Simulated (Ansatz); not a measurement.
**TiO₂: the gap under strain, fitted and tested**

Plane-wave DFT in Ansatz, PBE+U, scalar-relativistic PAW potentials, cutoff 420 eV, no spin-orbit coupling; no spin polarisation. U_eff = 4.0 eV on Ti. TiO₂ in space group I4_1/amd. Biaxial strain in the a-b plane; c and atoms relaxed (conventional cell); Kohn–Sham gaps sought over the whole zone.

| strain (%) | space group | gap (eV) |
| --- | --- | --- |
| -4.5 | I4_1/amd | 2.978 |
| -3.0 | I4_1/amd | 2.894 |
| -1.5 | I4_1/amd | 2.748 |
| +0.0 | I4_1/amd | 2.620 |
| +1.5 | I4_1/amd | 2.517 |
| +3.0 | I4_1/amd | ? |

Fit the given gaps and predict the missing one.

Next to zero the slopes are -85 meV per % on the compressed side and -69 on the stretched side. No break shows at zero, so all given rows go into a parabola: E_g = 2.633 -0.0816 ε -0.00063 ε² eV (ε in %; scatter 13 meV). At +3.0 % this gives 2.383 eV; the run gave 2.438 eV, 55 meV away. The fit is poor: the slope drops sharply near -3.0 %, the mark of another band or valley taking over an edge, which one smooth curve can't follow.

Cost: about 20 core-minutes for the runs cited, on Intel Xeon Platinum 8259CL (Skylake/Cascade Lake) (shared hosts).